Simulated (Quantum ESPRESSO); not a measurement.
CuCl2 under changes of volume

One of the cells (46.505 Å³/atom); the others are scaled copies at fixed shape and fractional positions:

```
Cu Cl
1.0
    -2.25486    2.25486    6.85990
     2.25486   -2.25486    6.85990
     2.25486    2.25486   -6.85990
Cu Cl
1 2
Direct
  0.00000 0.00000 0.00000
  0.00000 0.50000 0.50000
  0.50000 0.00000 0.50000
```

Measurements of this composition are mostly on another form, of space group No. 12.

- Program: Quantum ESPRESSO 7.5
- Functional: LDA
- Potentials or basis: GBRV 1.5 LDA
- Cutoff: 762 eV
- Density cutoff: 6095 eV
- k mesh: 8 × 8 × 8
- Occupations: fermi-dirac, width 0.05 eV
- Spin: no spin polarisation

| volume (Å³/atom) | energy over the lowest point (meV/atom) | pressure (GPa) |
| --- | --- | --- |
| 43.714 | 0.00 | -0.5 |
| 44.644 | 3.96 | -1.0 |
| 45.574 | 10.81 | -1.5 |
| 46.505 | 20.20 | -1.9 |
| 47.435 | 31.85 | -2.2 |
| 48.365 | 45.46 | -2.6 |
| 49.295 | ? | ? |

**Question.** What does the run at 49.295 Å³/atom give?

**Answer.** Energy over the lowest point 60.81 meV/atom; pressure -2.8 GPa.

Worked out: A Birch-Murnaghan fit of order 3 (a polynomial in V^(-2/3)) to the other rows has its minimum at 43.06 Å³/atom, just outside them, with B0 = V·E''(V) = 28 GPa and B' = 4.8 at fixed shape and positions, which overstates the stiffness. It gives 60.82 meV/atom at 49.295 Å³/atom, against the run's 60.81, and -dE/dV = -2.8 GPa, against -2.8.

Energies are extrapolated to zero smearing.

Caveats: an odd number of electrons without spin polarisation forces a metal; a magnetic or distorted state may lie lower; the run has no spin polarisation, though such a crystal can be magnetic.
